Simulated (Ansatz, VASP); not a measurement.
## KF in VASP and in Ansatz

File POSCAR:

```
KF
1.0
    3.6599347861      0.0000000000      0.0000000000
   -1.8299673931      3.1695965009      0.0000000000
    0.0000000000      0.0000000000      6.4788135034
K F
2 2
Direct
    0.0000000000      0.0000000000      0.0000000000
    0.0000000000      0.0000000000      0.5000000000
    0.3333333333      0.6666666667      0.2500000000
    0.6666666667      0.3333333333      0.7500000000
```

Contents of INCAR.step1:

```
SYSTEM = KF
ALGO = Normal
EDIFF = 1E-4
ENCUT = 520
GGA = PE
ISMEAR = 0
LASPH = .True.
LCHARG = .False.
LREAL = .False.
LWAVE = .True.
NBANDS = 24
NELM = 60
PREC = Accurate
SIGMA = 0.01
```

Contents of INCAR.step2:

```
SYSTEM = KF
ALGO = Normal
EDIFF = 1E-7
ENCUT = 520
ISIF = 2
ISMEAR = 0
ISTART = 1
LASPH = .True.
LCHARG = .False.
LMIXTAU = .True.
LREAL = .False.
LWAVE = .False.
METAGGA = R2SCAN
NBANDS = 24
NELM = 60
PREC = Accurate
SIGMA = 0.01
```

The input KPOINTS:

```
k-points
0
Gamma
  5 5 5
  0 0 0
```

Input for Ansatz:

```yaml
crystal:
  lattice:
    - [3.6599347861, 0.0, 0.0]
    - [-1.8299673931, 3.1695965009, 0.0]
    - [0.0, 0.0, 6.4788135034]
  atoms:
    - { symbol: K, position: [0.0, 0.0, 0.0] }
    - { symbol: K, position: [0.0, 0.0, 0.5] }
    - { symbol: F, position: [0.3333333333, 0.6666666667, 0.25] }
    - { symbol: F, position: [0.6666666667, 0.3333333333, 0.75] }
kpoints:
  mp_grid: { grid: [5, 5, 5] }
hamiltonian:
  xc: r2scan
scf:
  occupations: { method: fixed }
  n_extra_bands: 5
output:
  forces: true
  stress: true
  eigenvalues: true
```

Alike in both runs: task single point; functional r2SCAN; k mesh 5 × 5 × 5; no spin polarisation.

|  | VASP | Ansatz |
| --- | --- | --- |
| version | VASP 6.6.1 | Ansatz 0.2.0 |
| potentials or method | VASP PAW PBE potentials, release 64 (K_sv, F) | plane waves |
| plane-wave cutoff (eV) | 520 | 500 |
| occupations | gaussian, width 0.01 eV | fixed |
| valence electrons in the cell | 32 | 32 |

```tsv
	VASP	Ansatz	Ansatz less VASP
gap on the k mesh at the Fermi level (eV)	6.87	6.87	+0.001
pressure (GPa)	0.0	0.0	+0.03
```

Caveats: the PAW data sets were made with another functional, which shifts forces and pressure a little (VASP); an odd mesh through Γ misses points on the zone boundary, where band edges often lie. r2SCAN opens gaps a little over a GGA but as a rule still falls short of measured ones.
